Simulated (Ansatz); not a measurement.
## Relaxing C$_{28}$O

The calculation used DFT PBE, scalar-relativistic, plane waves, PAW (Ansatz 0.2.0). Run with 420 eV cutoff, 4×4×3 k-mesh, Gaussian smearing of 0.10 eV, no spin polarisation.

What was changed: O interstitial, charge +0, atoms relaxed.

In a supercell of 29 atoms the defect feels its periodic images.

Spin polarisation was left out.

Command:

```bash
ansatz run input.yaml --threads 4 --pin off --max-ram 10240MiB --backend cpu --events-out ev --progress --plain --runs-dir out
```

Input:

```yaml
crystal:
  lattice:
    - [1.2332663983, -6.4082401833, 0.0]
    - [4.9330655932, 4.2721601222, 0.0]
    - [0.0, 0.0, 8.4654490661]
  atoms:
    - { symbol: C, position: [0.8571428571, 0.2857142857, 0.25] }
    - { symbol: C, position: [0.4285714286, 0.1428571429, 0.25] }
    - { symbol: C, position: [0.0, 0.0, 0.25] }
    - { symbol: C, position: [0.7142857143, 0.5714285714, 0.25] }
    - { symbol: C, position: [0.2857142857, 0.4285714286, 0.25] }
    - { symbol: C, position: [0.5714285714, 0.8571428571, 0.25] }
    - { symbol: C, position: [0.1428571429, 0.7142857143, 0.25] }
    - { symbol: C, position: [0.8571428571, 0.2857142857, 0.75] }
    - { symbol: C, position: [0.4285714286, 0.1428571429, 0.75] }
    - { symbol: C, position: [0.0, 0.0, 0.75] }
    - { symbol: C, position: [0.7142857143, 0.5714285714, 0.75] }
    - { symbol: C, position: [0.2857142857, 0.4285714286, 0.75] }
    - { symbol: C, position: [0.5714285714, 0.8571428571, 0.75] }
    - { symbol: C, position: [0.1428571429, 0.7142857143, 0.75] }
    - { symbol: C, position: [0.6666666667, 0.3333333333, 0.25] }
    - { symbol: C, position: [0.2380952381, 0.1904761905, 0.25] }
    - { symbol: C, position: [0.8095238095, 0.0476190476, 0.25] }
    - { symbol: C, position: [0.5238095238, 0.619047619, 0.25] }
    - { symbol: C, position: [0.0952380952, 0.4761904762, 0.25] }
    - { symbol: C, position: [0.380952381, 0.9047619048, 0.25] }
    - { symbol: C, position: [0.9523809524, 0.7619047619, 0.25] }
    - { symbol: C, position: [0.9047619048, 0.5238095238, 0.75] }
    - { symbol: C, position: [0.4761904762, 0.380952381, 0.75] }
    - { symbol: C, position: [0.0476190476, 0.2380952381, 0.75] }
    - { symbol: C, position: [0.7619047619, 0.8095238095, 0.75] }
    - { symbol: C, position: [0.3333333333, 0.6666666667, 0.75] }
    - { symbol: C, position: [0.619047619, 0.0952380952, 0.75] }
    - { symbol: C, position: [0.1904761905, 0.9523809524, 0.75] }
    - { symbol: O, position: [0.8219323048, 0.0445699018, 0.5259752479] }
basis:
  ecutwfc: 420
  xc_grid: 2
kpoints:
  mp_grid: { grid: [4, 4, 3], shift: [0.0, 0.0, 0.0] }
hamiltonian:
  xc: pbe
scf:
  occupations: { method: gaussian, width: 0.1 }
output:
  forces: true
  stress: false
  eigenvalues: true
  write_density: true
  write_potential: true
  elf: true
  volumetric_format: npy
relax:
  adjacent_minimum: "off"
  f_tol: 0.02
  max_steps: 60
```

F is the free energy.

Steps:

```tsv
step	F − F(1) (eV)	largest force component (eV/Å)
1	0.0000	1.070
2	-0.2093	0.787
3	-0.4021	1.156
4	-0.6798	1.916
5	-1.1117	2.646
6	-1.5322	2.994
7	-1.8446	2.949
8	-2.5308	1.090
9	-2.6920	1.045
10	-2.7571	0.650
11	-2.7759	0.091
12	-2.7763	0.137
13	-2.7772	0.011
14	-2.7772	0.011
```

Relaxed structure:

```cif
data_structure
_symmetry_space_group_name_H-M 'P 1'
_symmetry_Int_Tables_number 1
_cell_length_a 6.5258
_cell_length_b 6.5258
_cell_length_c 8.4654
_cell_angle_alpha 90.000
_cell_angle_beta 90.000
_cell_angle_gamma 120.000
_cell_volume 312.21
loop_
_atom_site_label
_atom_site_type_symbol
_atom_site_fract_x
_atom_site_fract_y
_atom_site_fract_z
_atom_site_occupancy
C1 C 0.86432 0.29001 0.23306 1
C2 C 0.43629 0.14318 0.22822 1
C3 C 0.01171 0.99774 0.26334 1
C4 C 0.72247 0.57199 0.22917 1
C5 C 0.29389 0.42703 0.23183 1
C6 C 0.57084 0.85262 0.23525 1
C7 C 0.14766 0.71104 0.22537 1
C8 C 0.84397 0.28833 0.77285 1
C9 C 0.41534 0.14548 0.77255 1
C10 C 0.98675 0.00264 0.77428 1
C11 C 0.70108 0.57412 0.77285 1
C12 C 0.27240 0.43113 0.77292 1
C13 C 0.55827 0.85975 0.77286 1
C14 C 0.12963 0.71693 0.77260 1
C15 C 0.67554 0.33444 0.22537 1
C16 C 0.25235 0.19284 0.23526 1
C17 C 0.81146 0.04772 0.26317 1
C18 C 0.52933 0.61844 0.23187 1
C19 C 0.10075 0.47351 0.22920 1
C20 C 0.38692 0.90230 0.22823 1
C21 C 0.95886 0.75546 0.23308 1
C22 C 0.89153 0.52643 0.77260 1
C23 C 0.46297 0.38361 0.77262 1
C24 C 0.03438 0.24068 0.77371 1
C25 C 0.74874 0.81219 0.77371 1
C26 C 0.32011 0.66928 0.77251 1
C27 C 0.60585 0.09785 0.77253 1
C28 C 0.17718 0.95503 0.77322 1
O1 O 0.91136 0.02279 0.41175 1
```

The run converged. It took 6.2 min on 4 threads of AMD EPYC 7R43 64-Core Processor (Zen 3), with other jobs on the host, peak memory 1.2 GiB.